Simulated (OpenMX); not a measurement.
SrO under changes of volume

One of the cells (17.239 Å³/atom); the others are scaled copies at fixed shape and fractional positions:

```
Sr O
1.0
     0.00000    2.58330    2.58330
     2.58330    0.00000    2.58330
     2.58330    2.58330    0.00000
Sr O
1 1
Direct
  0.50000 0.50000 0.50000
  0.00000 0.00000 0.00000
```

```yaml
Program: OpenMX 3.8.5
Functional: PBE
Potentials_or_basis: OpenMX 2013 PBE set, Sr10.0-s3p2d2, O6.0-s2p2d1, fixed grid of 32 × 32 × 32 points
k_mesh: 9 × 9 × 9
Occupations: fermi-dirac, width 0.05 eV
Spin: no spin polarisation
```

```tsv
volume (Å³/atom)	energy over the lowest point (meV/atom)	gap on the mesh (eV)
15.887	45.57	2.82
16.225	?	?
16.563	13.67	2.89
17.239	0.58	2.94
17.577	0.00	2.97
17.915	2.80	2.98
```

Q: What does the run at 16.225 Å³/atom give?

A: Energy over the lowest point 26.96 meV/atom; gap on the mesh 2.85 eV.

Worked out: A Birch-Murnaghan fit of order 3 (a polynomial in V^(-2/3)) to the other rows has its minimum at 17.46 Å³/atom with B0 = V·E''(V) = 87 GPa and B' = 4.4. It gives 27.01 meV/atom at 16.225 Å³/atom, against the run's 26.96. A parabola through the other rows of the gap, of slope 1.68 eV per unit of ln V there, gives 2.86 eV, against the run's 2.85.

Energies are extrapolated to zero smearing.

Caveats: an odd mesh through Γ misses points on the zone boundary, where band edges often lie; the basis of atomic orbitals isn't converged, which shifts pressures, moduli and gaps. Spin-orbit coupling on Sr is left out.
